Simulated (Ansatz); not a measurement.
# O-17 NMR of the central transition in SiO₂

Cell: a structure deposited in the COD, ions relaxed with PBE at fixed cell.

Space group P4_12_12 (No. 92); a = 4.9717, c = 6.9223 Å.

| site | Wyckoff | site symmetry | x | y | z |
| --- | --- | --- | --- | --- | --- |
| Si | 4a | ..2 | 0.3054 | 0.3054 | 0.0000 |
| O | 8b | 1 | 0.2367 | 0.1168 | 0.1854 |

One atom of each set is listed.

Method: Kohn–Sham DFT in Ansatz, PBE, plane waves and PAW, scalar-relativistic, 420 eV cutoff, Γ-centred 5×5×4 k-points, Fermi–Dirac smearing 0.02 eV.

O-17 has I = 5/2 and Q = -25.58 mb (Pyykkö 2018); at 7.05 T its Larmor frequency is ν₀ = 40.7 MHz. Only the quadrupole interaction is simulated: positions count from each site's isotropic chemical shift, and shift anisotropy, dipolar and J coupling are left out.

(1) What does the O-17 spectrum (static powder) show for each site?

## Answers

(1) 

```
site                      first shell  C_Q (MHz)     η  P_Q (MHz)  δ_QIS (ppm)  breadth (kHz)
   O  2 Si at 1.62–1.63 Å, angle 143°      -5.84  0.20       5.87         -125           30.7
```

δ_QIS = −(ν_Q²/30ν₀²)[I(I+1) − 3/4](1 + η²/3) × 10⁶ ppm with ν_Q = 3|C_Q|/[2I(2I−1)]; it falls as 1/B₀² in ppm, and the breadth as 1/B₀ in kHz.

At O V_zz runs parallel to the line that joins its two neighbours (within 1°).

The relaxation (6 steps) took 52 s of wall time (51 s of CPU time) and 0.51 GiB at its peak, on 1 thread of Intel Xeon Platinum 8259CL CPU @ 2.50GHz (Skylake/Cascade Lake) (x86_64; 44 cores open to the job, memory cap 2.5 GiB, no GPU), a shared host with a load of 0.5 a core.
